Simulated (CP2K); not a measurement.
Runs of CP2K 2026.2 on Al. The structure is cubic, space group Fm-3m (No. 225). The conventional cell has a = 4.050 Å, b = 4.050 Å, c = 4.050 Å, α = 90.00°, β = 90.00°, γ = 90.00°. Around Al (site symmetry m-3m) lie 12 Al at 2.86 Å. 

| task | level | potentials or basis | smearing | EPS_DEFAULT | NGRIDS | basis sets | potentials | CUTOFF of the grids | gap on the mesh (eV) | pressure (GPa) | V0 of scaled cells (Å³/atom) | B0 (GPa) |
| --- | --- | --- | --- | --- | --- | --- | --- | --- | --- | --- | --- | --- |
| equation of state | r2SCAN | POTENTIAL_UZH Al GTH-SCAN-q3; TZVP-MOLOPT-SCAN-GTH basis | fermi-dirac 0.1 eV | 1.0E-10 | 5 | Al TZVP-MOLOPT-SCAN-GTH-q3 | Al GTH-SCAN-q3 of POTENTIAL_UZH | 675 Ry | - | - | 15.86 | 89 |
| equation of state | LDA | GTH_POTENTIALS Al GTH-PADE-q3; TZVP-MOLOPT-PBE-GTH basis | fermi-dirac 0.05 eV | 1.0E-9 | 5 | Al TZVP-MOLOPT-PBE-GTH-q3 | Al GTH-PADE-q3 of GTH_POTENTIALS | 450 Ry | - | - | 15.69 | 87 |
| band structure | PBEsol | POTENTIAL_UZH Al GTH-PBE-q3; TZVP-MOLOPT-PBE-GTH basis | fermi-dirac 0.05 eV | 1.0E-9 | 5 | Al TZVP-MOLOPT-PBE-GTH-q3 | Al GTH-PBE-q3 of POTENTIAL_UZH | 450 Ry | none | -0.7 | - | - |
| single point | BLYP | GTH_POTENTIALS Al GTH-BLYP-q3; TZVP-MOLOPT-PBE-GTH basis | fermi-dirac 0.05 eV | 1.0E-10 | 4 | Al TZVP-MOLOPT-PBE-GTH-q3 | Al GTH-BLYP-q3 of GTH_POTENTIALS | 450 Ry | none | (a) | - | - |
| single point | BLYP+D3(BJ)+ATM | GTH_POTENTIALS Al GTH-BLYP-q3; TZVP-MOLOPT-PBE-GTH basis | fermi-dirac 0.05 eV | 1.0E-10 | 4 | Al TZVP-MOLOPT-PBE-GTH-q3 | Al GTH-BLYP-q3 of GTH_POTENTIALS | 450 Ry | none | -6.4 | - | - |
| band structure | LDA | GTH_POTENTIALS Al GTH-PADE-q3; TZVP-MOLOPT-PBE-GTH basis | fermi-dirac 0.01 eV | 1.0E-9 | 5 | Al TZVP-MOLOPT-PBE-GTH-q3 | Al GTH-PADE-q3 of GTH_POTENTIALS | 450 Ry | none | (b) | - | - |
| single point | RPBE | POTENTIAL_UZH Al GTH-PBE-q3; TZVP-MOLOPT-PBE-GTH basis | gaussian 0.02 eV | 1.0E-10 | 5 | Al TZVP-MOLOPT-PBE-GTH-q3 | Al GTH-PBE-q3 of POTENTIAL_UZH | 450 Ry | none | -0.8 | - | - |
| single point | BLYP+D2 | GTH_POTENTIALS Al GTH-BLYP-q3; TZVP-MOLOPT-PBE-GTH basis | fermi-dirac 0.05 eV | 1.0E-10 | 4 | Al TZVP-MOLOPT-PBE-GTH-q3 | Al GTH-BLYP-q3 of GTH_POTENTIALS | 450 Ry | none | -1.0 | - | - |

Alike in all rows: no spin polarisation; cell as given; k mesh 11 × 11 × 11.

Problem. Fill in the values left out.

Solution. (a) 1.1; (b) -4.2.

Caveats: the basis of atomic orbitals isn't converged, which shifts pressures, moduli and gaps; the potentials were made for another functional, which shifts forces and pressure (some runs); pairwise dispersion overbinds metals, which lowers pressure and volume (some runs).

A k mesh can miss the band edges.

A gap of «none» marks a metal or a gap under the smearing width.

Not every run made on this cell is shown here.
